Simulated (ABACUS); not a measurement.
Runs of ABACUS 3.10.1 on Os. Symmetry: P6_3/mmc, No. 194, hexagonal system. Conventional cell: a = 2.734 Å, b = 2.734 Å, c = 4.320 Å, α = 90.00°, β = 90.00°, γ = 120.00°. Around Os (site symmetry -6m2) lie 12 Os at 2.68 to 2.73 Å. 

| task | level | potentials or basis | spin | cell | k mesh | cutoff (eV) | orbital files | path | points for each segment of the path | SCF threshold on the density | eigensolver | gap on the mesh (eV) | pressure (GPa) | relaxed volume (Å³/atom) |
| --- | --- | --- | --- | --- | --- | --- | --- | --- | --- | --- | --- | --- | --- | --- |
| single point | PBE | PseudoDojo NC SR 0.4.1 PBE standard, TZDP LCAO (the cutoffs set its grid) | off | as given | 11 × 11 × 6 | 1361 | Os Os_confined-atom_7au_4s3p3d1f.orb | - | - | 1e-07 | genelpa | none | 8.9 | - |
| single point | PBE | Ansatz NC PBE, TZDP LCAO (the cutoffs set its grid) | off | as given | 10 × 10 × 6 | 1361 | Os Os_confined-atom_7au_4s3p3d1f.orb | - | - | 1e-07 | genelpa | none | (a) | - |
| relaxation of cell and atoms | PBE | SG15 ONCV 1.2 PBE, DZP LCAO (the cutoffs set its grid) | off | relaxed | 10 × 10 × 6 | 1361 | Os Os_confined-atom_7au_3s2p2d1f.orb | - | - | 1e-07 | genelpa | - | 0.0 | 14.32 |
| single point | PBEsol | GBRV ultrasoft 1.5 PBEsol, plane waves | off | as given | 9 × 9 × 5 | 544 | - | - | - | 1e-08 | dav | none | (b) | - |
| single point | revPBE | PseudoDojo NC SR 0.4.1 PBE standard, plane waves | off | as given | 9 × 9 × 5 | 1007 | - | - | - | 1e-08 | dav | none | 10.7 | - |
| relaxation of cell and atoms | PBEsol | GBRV ultrasoft 1.5 PBEsol, plane waves | off | relaxed | 9 × 9 × 5 | 544 | - | - | - | 1e-08 | dav | none | 0.0 | 13.87 |
| single point | PBE | SG15 ONCV 1.2 PBE, DZP LCAO (the cutoffs set its grid) | off | as given | 10 × 10 × 6 | 1361 | Os Os_confined-atom_7au_3s2p2d1f.orb | - | - | 1e-07 | genelpa | none | 10.0 | - |

Alike in all rows: smearing fermi-dirac 0.05 eV.

Task: Fill in the values left out.

Result: (a) 9.6; (b) -3.3.

Caveats: the atomic orbitals were generated for these runs and aren't a published set (some runs); the basis of atomic orbitals isn't converged, which shifts pressures, moduli and gaps (some runs); the potentials were made for another functional, which shifts forces and pressure (some runs).

A k mesh can miss the band edges, and the runs leave out spin-orbit coupling on Os.

A gap of «none» marks a metal or a gap under the smearing width.

Not every run made on this cell is shown here.
